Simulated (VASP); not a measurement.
## Si2Mo: relaxation of cell and atoms with PBE+D3(BJ)

The system is Si2Mo.

```
CELL_PARAMETERS angstrom
-1.58964 1.58964 3.89884
1.58964 -1.58964 3.89884
1.58964 1.58964 -3.89884
ATOMIC_POSITIONS crystal
Si 0.33461 0.33461 0.00000
Si 0.66539 0.66539 0.00000
Mo 0.00000 0.00000 0.00000
```

```
Program                : VASP 6.6.1
Task                   : relaxation of cell and atoms
Functional             : PBE
Dispersion             : D3(BJ)
Potentials or basis    : VASP PAW PBE potentials, release 64 (Si, Mo_sv)
Cutoff                 : 600 eV
k mesh                 : 16 × 16 × 16
Occupations            : methfessel-paxton, width 0.1 eV
Spin                   : no spin polarisation
Further INCAR settings : ALGO = Normal; EDIFF = 1e-07; IBRION = 2; EDIFFG = -0.005; NSW = 90; ISIF = 3
```

| Quantity | Value |
| --- | --- |
| Pressure after relaxing | 0.0 GPa |
| Band gap on the k mesh | none (metal or under the smearing width) |
| Dispersion energy per atom | -0.589 eV |

Final structure:
```xyz
3
Lattice="-1.5896 1.5896 3.8988 1.5896 -1.5896 3.8988 1.5896 1.5896 -3.8988" Properties=species:S:1:pos:R:3 pbc="T T T"
Si    0.0000    0.0000    2.6092
Si    0.0000    0.0000    5.1885
Mo    0.0000    0.0000    0.0000
```

Levels at points of the mesh, in eV from the Fermi level:
```tsv
k point	band 8	band 9	band 10	band 11	band 12	band 13	band 14	band 15
(0.00, 0.00, 0.00)	-3.12	-2.66	-2.66	0.41	3.12	3.29	3.62	3.62
(0.50, 0.00, 0.00)	-4.53	-2.63	-2.60	-0.51	2.35	3.14	4.24	4.28
(0.50, 0.50, 0.00)	-5.19	-4.51	-3.12	-1.18	2.41	2.84	3.21	3.40
(0.50, 0.50, 0.50)	-2.25	-0.58	-0.58	-0.46	-0.46	0.55	4.80	5.40
```

Run time: 5.8 min on 1 thread of Intel(R) Xeon(R) Platinum 8488C (Sapphire Rapids), with other jobs on the host, peak memory 0.41 GiB.

Caveat: the relaxation stopped at its first step, so nothing moved; pairwise dispersion overbinds metals, which lowers pressure and volume.
